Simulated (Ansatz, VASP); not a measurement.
Two plane-wave programs on TaN

The input INCAR:

```
SYSTEM = TaN
ALGO     = Fast           ! electronic algorithm
EDIFF    = 1E-6           ! SCF threshold, eV
EDIFFG   = -0.005         ! ionic threshold
ENCUT    = 600            ! plane-wave cutoff, eV
GGA      = PS             ! functional
IBRION   = 2              ! ionic algorithm
ISIF     = 3              ! what is computed and relaxed
ISMEAR   = -1             ! smearing method
LASPH    = .TRUE.         ! aspherical terms in the spheres
LCHARG   = .FALSE.        ! write CHGCAR
LREAL    = .FALSE.        ! projectors in reciprocal space
LWAVE    = .FALSE.        ! write WAVECAR
NELM     = 100            ! most SCF steps
NSW      = 40             ! ionic steps
PREC     = Accurate       ! precision mode
SIGMA    = 0.05           ! smearing width, eV
```

The input KPOINTS:

```
k-points
0
G
  10 10 5
  0 0 0
```

Contents of POSCAR:

```
TaN
1.0
    2.9217699809      0.0000000000      0.0000000000
   -1.4608849905      2.5303270275      0.0000000000
    0.0000000000      0.0000000000      5.9165150000
Ta N
2 2
Direct
    0.0000000000      0.0000000000      0.5000000000
    0.0000000000      0.0000000000      0.0000000000
    0.3333333333      0.6666666667      0.2500000000
    0.6666666667      0.3333333333      0.7500000000
```

File input.yaml:

```yaml
crystal:
  lattice:
    - [2.9217699809, 0.0, 0.0]
    - [-1.4608849905, 2.5303270275, 0.0]
    - [0.0, 0.0, 5.916515]
  atoms:
    - { symbol: Ta, position: [0.0, 0.0, 0.5] }
    - { symbol: Ta, position: [0.0, 0.0, 0.0] }
    - { symbol: "N", position: [0.3333333333, 0.6666666667, 0.25] }
    - { symbol: "N", position: [0.6666666667, 0.3333333333, 0.75] }
hamiltonian:
  xc: pbesol
  pseudopotentials: { kind: paw }
kpoints:
  mp_grid: { grid: [10, 10, 5] }
scf:
  occupations: { method: fermi_dirac, width: 0.05 }
output:
  forces: true
  stress: true
  eigenvalues: true
  write_density: true
  write_potential: true
  elf: true
  volumetric_format: npy
relax:
  f_tol: 0.01
  max_steps: 40
  cell: { stress_tol: 0.05 }
```

The cell comes from a database or a generator and needn't be the stable form of this composition.

Alike in both runs: task relaxation of cell and atoms; functional PBEsol; k mesh 10 × 10 × 5; occupations fermi-dirac, width 0.05 eV; no spin polarisation.

```csv
,VASP,Ansatz
version,VASP 6.6.1,Ansatz 0.2.0
potentials or method,"VASP PAW PBE potentials, release 64 (Ta_pv, N)",Ansatz PAW
plane-wave cutoff (eV),600,420
valence electrons in the cell,32,36
```

|  | VASP | Ansatz | Ansatz less VASP |
| --- | --- | --- | --- |
| gap on the k mesh at the Fermi level, each at its own relaxed structure (eV) | none | none | - |
| relaxed volume (Å³/atom) | 10.62 | 10.60 | -0.022 |
| relaxed cell length with the largest relative difference (Å) | 5.862 | 5.858 | -0.0042 |
| energy change over the relaxation (meV/atom) | -10 | -11 | -1.4 |

A gap of «none» marks a metal or a gap that the smearing closes. The two sets of potentials don't hold the same shells in valence.

Caveats: the PAW data sets were made with another functional, which shifts forces and pressure a little (VASP); the plane-wave basis is chosen anew once the cell has moved, so the energies of steps on either side of that aren't comparable (Ansatz); the pressure holds a Pulay correction of +0.5 GPa for the finite cutoff (Ansatz); the PAW data sets come from PBE, with cores solved anew for the run's functional, which leaves a small shift of forces and pressure (Ansatz). The runs have no spin-orbit coupling, so splittings on Ta are missing.
